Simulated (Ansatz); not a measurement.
## InSe (R3m), random displacements

Level of theory: DFT PBEsol+D3(BJ), scalar-relativistic, plane waves, PAW in Ansatz. Settings: plane waves to 420 eV, k-mesh 12×12×12 (Γ-centred), Gaussian smearing 0.03 eV. No spin polarisation. Energies are free energies at this smearing, counted from the undisturbed cell; pressure is positive in compression.

The undisturbed cell (as given, not relaxed at this level):

```yaml
crystal:
  lattice:
    - [2.00000, 1.15470, 8.31667]
    - [-2.00000, 1.15470, 8.31667]
    - [0.00000, -2.30940, 8.31667]
  atoms:
    - { symbol: In, position: [0.00000, 0.00000, 0.00000] }
    - { symbol: In, position: [0.11220, 0.11220, 0.11220] }
    - { symbol: Se, position: [0.61550, 0.61550, 0.61550] }
    - { symbol: Se, position: [0.83000, 0.83000, 0.83000] }
```

After a displacement of all atoms with no net shift and a strain of the cell, the run gives ΔE = 14.7 meV/atom; stress (xx, yy, zz, yz, xz, xy; compression positive) (-0.70, 2.18, -0.17, 1.92, -0.81, 0.72) GPa; gap on the mesh 0.35 eV.

```csv
atom,Fx (eV/Å),Fy,Fz
In1,-0.249,0.812,0.543
In2,0.010,0.037,-0.212
Se3,0.298,-0.887,-0.484
Se4,-0.059,0.037,0.153
```

(1) Which displacements (Å, in the unstrained cell) and strain were applied?

## Answers

(1)
| atom | ux | uy | uz |
| --- | --- | --- | --- |
| In1 | 0.00 | -0.02 | -0.01 |
| In2 | 0.01 | -0.03 | 0.00 |
| Se3 | -0.03 | 0.06 | 0.00 |
| Se4 | 0.02 | -0.01 | 0.01 |
Strain (Voigt, engineering shear): (-0.0019, -0.0173, -0.0104, -0.0235, 0.0147, -0.0151).

Cost: 1 run of about 4.8 core-minutes, on Arm Neoverse V1 (shared hosts).